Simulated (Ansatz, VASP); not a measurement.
## Two plane-wave programs on Pd

INCAR

```
SYSTEM = Pd
  PREC = Accurate
  ENCUT = 520
  EDIFF = 1E-6
  ISMEAR = 0
  SIGMA = 0.1
  LREAL = .False.
  LASPH = .True.
  NELM = 60
  ALGO = Normal
  ISIF = 2
  LWAVE = .False.
  LCHARG = .False.
  LDIPOL = .True.
  IDIPOL = 3
  DIPOL = 0.5 0.5 0.500
  GGA = PE
  NBANDS = 39
```

The input KPOINTS:

```
Automatic mesh
0
Gamma
  15 15 1
  0 0 0
```

Contents of POSCAR:

```
Pd
1.0
    2.7876806221      0.0000000000      0.0000000000
   -1.3938403110      2.4142022363      0.0000000000
    0.0000000000      0.0000000000     26.3806584832
Pd
6
Direct
    0.6666666667      0.3333333333      0.2842991961
    0.3333333333      0.6666666667      0.3705795177
    0.0000000000      0.0000000000      0.4568598392
    0.6666666667      0.3333333333      0.5431401608
    0.3333333333      0.6666666667      0.6294204823
    0.0000000000      0.0000000000      0.7157008039
```

Input for Ansatz:

```yaml
crystal:
  lattice:
    - [2.7876806221, 0.0, 0.0]
    - [-1.393840311, 2.4142022363, 0.0]
    - [0.0, 0.0, 26.3806584832]
  atoms:
    - { symbol: Pd, position: [0.6666666667, 0.3333333333, 0.2842991961] }
    - { symbol: Pd, position: [0.3333333333, 0.6666666667, 0.3705795177] }
    - { symbol: Pd, position: [0.0, 0.0, 0.4568598392] }
    - { symbol: Pd, position: [0.6666666667, 0.3333333333, 0.5431401608] }
    - { symbol: Pd, position: [0.3333333333, 0.6666666667, 0.6294204823] }
    - { symbol: Pd, position: [0.0, 0.0, 0.7157008039] }
basis:
  ecutwfc: 420
kpoints:
  mp_grid: { grid: [15, 15, 1] }
hamiltonian:
  xc: pbe
scf:
  occupations: { method: gaussian, width: 0.1 }
output:
  forces: true
  stress: true
  eigenvalues: true
  write_density: true
  write_potential: true
  elf: true
  volumetric_format: npy
efield:
  axis: 3
  dipole_correction: true
```

Alike in both runs: task single point; functional PBE; k mesh 15 × 15 × 1; occupations gaussian, width 0.1 eV; no spin polarisation.

|  | VASP | Ansatz |
| --- | --- | --- |
| version | VASP 6.6.1 | Ansatz 0.2.0 |
| potentials or method | VASP PAW PBE potentials, release 64 (Pd) | scalar-relativistic, plane waves, PAW |
| plane-wave cutoff (eV) | 520 | 420 |
| valence electrons in the cell | 60 | 108 |

VASP gave:

```
gap on the k mesh at the Fermi level (eV)  : none
rms of the force components (eV/Å)         : 0.033
work function, face that differs most (eV) : 5.12
```

Task: Estimate Ansatz's values.

Result: gap on the k mesh at the Fermi level (eV): none; rms of the force components (eV/Å): 0.036; work function, face that differs most (eV): 5.22.

Atom by atom the forces differ by 0.005 eV/Å (rms over components). A gap of «none» marks a metal or a gap that the smearing closes. The two sets of potentials don't hold the same shells in valence. Ansatz warned: «xc_potential_rough_in_thin_density».
